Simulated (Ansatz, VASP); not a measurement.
MgO in VASP and in Ansatz

The input INCAR:

```
ALGO = Normal
EDIFF = 1E-6
ENCUT = 520
GGA = PE
ISIF = 2
ISMEAR = -1
LASPH = True
LCHARG = False
LREAL = False
LWAVE = False
NBANDS = 16
NELM = 60
PREC = Accurate
SIGMA = 0.08
```

The input KPOINTS:

```
k-points
0
Gamma
  12 12 7
```

The input POSCAR:

```
MgO
1.0
    3.5289938660      0.0000000000      0.0000000000
   -1.7644969330      3.0561983377      0.0000000000
    0.0000000000      0.0000000000      4.2473045613
Mg O
2 2
Direct
    0.3333333333      0.6666666667     -0.0620014684
    0.6666666667      0.3333333333      0.4379985316
    0.3333333333      0.6666666667      0.4380014684
    0.6666666667      0.3333333333      0.9380014684
```

Input for Ansatz:

```yaml
crystal:
  lattice:
    - [3.528993866, 0.0, 0.0]
    - [-1.764496933, 3.0561983377, 0.0]
    - [0.0, 0.0, 4.2473045613]
  atoms:
    - { symbol: Mg, position: [0.3333333333, 0.6666666667, -0.0620014684] }
    - { symbol: Mg, position: [0.6666666667, 0.3333333333, 0.4379985316] }
    - { symbol: O, position: [0.3333333333, 0.6666666667, 0.4380014684] }
    - { symbol: O, position: [0.6666666667, 0.3333333333, 0.9380014684] }
kpoints:
  mp_grid: { grid: [12, 12, 7] }
scf:
  occupations: { method: fermi_dirac, width: 0.08 }
hamiltonian:
  xc: pbe
  pseudopotentials: { kind: all_electron, lapw: { basis_error: 0.001 } }
output:
  forces: true
  stress: true
  eigenvalues: true
  populations: true
```

Change from the starting cell: volume scaled by 0.94, LAPW.

Alike in both runs: task single point; functional PBE; k mesh 12 × 12 × 7; occupations fermi-dirac, width 0.08 eV; no spin polarisation.

|  | VASP | Ansatz |
| --- | --- | --- |
| version | VASP 6.6.1 | Ansatz 0.2.0 |
| potentials or method | VASP PAW PBE potentials, release 64 (Mg, O) | all-electron LAPW, scalar-relativistic |
| plane-wave cutoff (eV) | 520 | see its input |

|  | VASP | Ansatz | Ansatz less VASP |
| --- | --- | --- | --- |
| gap on the k mesh at the Fermi level (eV) | 3.23 | 3.24 | +0.010 |
| pressure (GPa) | -1.3 | -0.8 | +0.56 |
| largest component of the traceless stress (GPa) | 0.10 | 0.01 | -0.090 |

Ansatz ran all-electron here, so the differences hold the error of VASP's frozen core and of both bases. Ansatz warned: «structure_snapped_to_symmetry».

Caveats: an odd mesh through Γ misses points on the zone boundary, where band edges often lie.
